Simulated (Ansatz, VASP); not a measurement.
## One calculation of C, two programs

INCAR

```
PREC = Accurate
ENCUT = 520
EDIFF = 1E-6
ISMEAR = 0
SIGMA = 0.1
LREAL = F
LASPH = T
NELM = 80
ALGO = Normal
ISIF = 2
LWAVE = F
LCHARG = F
GGA = PE
IVDW = 12
NBANDS = 11
```

Contents of KPOINTS:

```
regular mesh
0
Gamma
  8 8 8
```

File POSCAR:

```
C
1.0
    0.0000000000      1.7834000000      1.7834000000
    1.7834000000      0.0000000000      1.7834000000
    1.7834000000      1.7834000000      0.0000000000
C
2
Direct
    0.5000000000      0.5000000000      0.5000000000
    0.7500000000      0.7500000000      0.7500000000
```

Input for Ansatz:

```yaml
crystal:
  lattice:
    - [0.0, 1.7834, 1.7834]
    - [1.7834, 0.0, 1.7834]
    - [1.7834, 1.7834, 0.0]
  atoms:
    - { symbol: C, position: [0.5, 0.5, 0.5] }
    - { symbol: C, position: [0.75, 0.75, 0.75] }
basis:
  ecutwfc: 420
kpoints:
  mp_grid: { grid: [8, 8, 8] }
hamiltonian:
  xc: pbe
  dispersion: d3bj
scf:
  occupations: { method: gaussian, width: 0.1 }
output:
  forces: true
  stress: true
  eigenvalues: true
```

This isn't the form of C at room conditions, which is graphite.

Alike in both runs: task single point; functional PBE; dispersion D3(BJ); k mesh 8 × 8 × 8; occupations gaussian, width 0.1 eV; no spin polarisation.

|  | VASP | Ansatz |
| --- | --- | --- |
| version | VASP 6.6.1 | Ansatz 0.2.0 |
| potentials or method | VASP PAW PBE potentials, release 64 (C) | scalar-relativistic, plane waves, PAW |
| plane-wave cutoff (eV) | 520 | 420 |
| valence electrons in the cell | 8 | 8 |

|  | VASP | Ansatz | Ansatz less VASP |
| --- | --- | --- | --- |
| gap on the k mesh at the Fermi level (eV) | 4.13 | 4.14 | +0.008 |
| least direct gap on the mesh (eV) | 5.59 | 5.59 | +0.004 |
| pressure (GPa) | -2.9 | -3.6 | -0.67 |
